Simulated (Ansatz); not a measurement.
Smearing, entropy and the zero-width energy in InSb

Computed with DFT PBE, scalar-relativistic, plane waves, PAW (Ansatz).

```
CELL_PARAMETERS angstrom
3.07666 0.00000 0.00000
0.00000 3.07666 0.00000
0.00000 0.00000 6.21547
ATOMIC_POSITIONS crystal
In 0.00000 0.00000 0.00000
Sb 0.00000 0.00000 0.50000
```

- plane-wave cutoff: 420 eV
- Γ-centred k-mesh: 14×14×8
- spin treatment: unpolarised

The same metal under several smearings of width σ, on one mesh. F is the free energy, TS the smearing's entropy term for the cell of 2 atoms, and E = F + TS. Gaussian occupations are ½ erfc[(ε − μ)/σ], and N counts both spins. Spin–orbit coupling is left out, which shifts the bands of heavy elements.

```csv
rule,σ (eV),F − F(narrowest) (meV/atom),TS (meV/cell)
Fermi–Dirac,0.1,-9.212,39.197
Fermi–Dirac,0.3,-84.374,327.889
Gaussian,0.02,0.000,0.173
Gaussian,0.1,-1.146,5.006
Gaussian,0.5,-36.569,145.391
```

**Question.** For a density of states N (both spins) that is flat over the smeared range, TS = Nσ²/2 (Gaussian) and (π²/3)Nσ² (Fermi–Dirac). What N does each run give?

**Answer.**
```
       rule  σ (eV) N (states/eV a cell)
Fermi–Dirac     0.1                  1.19
Fermi–Dirac     0.3                  1.11
   Gaussian    0.02                  0.86
   Gaussian     0.1                  1.00
   Gaussian     0.5                  1.16
```

Equal entropy needs σ_Gauss = π√(2/3) σ_FD = 2.57 σ_FD, so a Fermi–Dirac width acts like a Gaussian one 2.57 times as large. At moderate widths N lies between 1.00 and 1.19. The drift shows structure in the density of states within the smeared window (a rise with width points to a dip at the Fermi level, a fall to a peak or a steep flank), or a mesh too coarse for the narrower widths. At the narrowest widths only the few mesh levels within σ of μ count, so N can scatter there.

**Question.** To second order F = E0 − TS/2 and E = E0 + TS/2. How well does E0 = (E + F)/2 undo the smearing?

**Answer.**
```tsv
rule	σ (eV)	F − E0(narrowest) (meV/atom)	(E + F)/2 − E0(narrowest) (meV/atom)
Fermi–Dirac	0.1	-9.26	0.54
Fermi–Dirac	0.3	-84.42	-2.44
Gaussian	0.02	-0.04	0.00
Gaussian	0.1	-1.19	0.06
Gaussian	0.5	-36.61	-0.26
```

At Fermi–Dirac 0.1 eV the free energy is off by -9.26 meV/atom and the mean by 0.54. What remains is of order σ⁴ plus the mesh error of the narrowest run, which is no exact reference. Forces and stress are derivatives of F, not of E0, so they keep the σ² error.

This form isn't the usual stable structure of the compound.